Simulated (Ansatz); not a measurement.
# Pb: the cost of one run

Method: DFT PBE, scalar-relativistic, plane waves, PAW, in Ansatz 0.2.0.

1 further run of the same task is left out (set aside as unsound or not needed).

**1. The structure to begin with**

The structure is hexagonal, space group P6/mmm (No. 191). Conventional cell: a = 4.580 Å, b = 4.580 Å, c = 2.832 Å, α = 90.00°, β = 90.00°, γ = 120.00°. Ti (site symmetry 6/mmm) has 14 Ti at 2.83 to 3.00 Å as nearest neighbours. Around Ti (site symmetry -6m2) lie 11 Ti at 2.64 to 3.00 Å.

Structure file:

```cif
data_structure
_symmetry_space_group_name_H-M 'P 1'
_symmetry_Int_Tables_number 1
_cell_length_a 4.5795
_cell_length_b 4.5795
_cell_length_c 2.8322
_cell_angle_alpha 90.000
_cell_angle_beta 90.000
_cell_angle_gamma 120.000
_cell_volume 51.44
loop_
_atom_site_label
_atom_site_type_symbol
_atom_site_fract_x
_atom_site_fract_y
_atom_site_fract_z
_atom_site_occupancy
Ti1 Ti 0.00000 0.00000 0.00000 1
Ti2 Ti 0.33333 0.66667 0.50000 1
Ti3 Ti 0.66667 0.33333 0.50000 1
```

It goes back to an entry of the Materials Project, which need not be the stable form.

This cell was relaxed beforehand with the same method: volume 17.15 Å³/atom, gap on the mesh none (metal).

**2. Ti → Pb: the starting cell**

The start of Pb: fractional positions of relaxed Ti, cell scaled by 0.939, a guess from tabulated radii.

**3. Quick check of gap, pressure and forces (Pb)**

The input, input.yaml:

```yaml
crystal:
  lattice:
    - [4.30012432, 0.0, 0.0]
    - [-2.15006216, 3.7240169005, 0.0]
    - [0.0, 0.0, 2.6593728439]
  atoms:
    - { symbol: Pb, position: [0.0, 0.0, 0.0] }
    - { symbol: Pb, position: [0.3333333333, 0.6666666667, 0.5] }
    - { symbol: Pb, position: [0.6666666667, 0.3333333333, 0.5] }
basis:
  ecutwfc: 420
kpoints:
  mp_grid: { grid: [6, 6, 6] }
hamiltonian:
  xc: pbe
scf:
  occupations: { method: gaussian, width: 0.1 }
output:
  forces: true
  stress: true
  eigenvalues: true
```

Q: Estimate wall time and peak memory on 1 thread of an x86-64 CPU, shared host.

About 4.2 s, with a peak of 0.44 GiB.
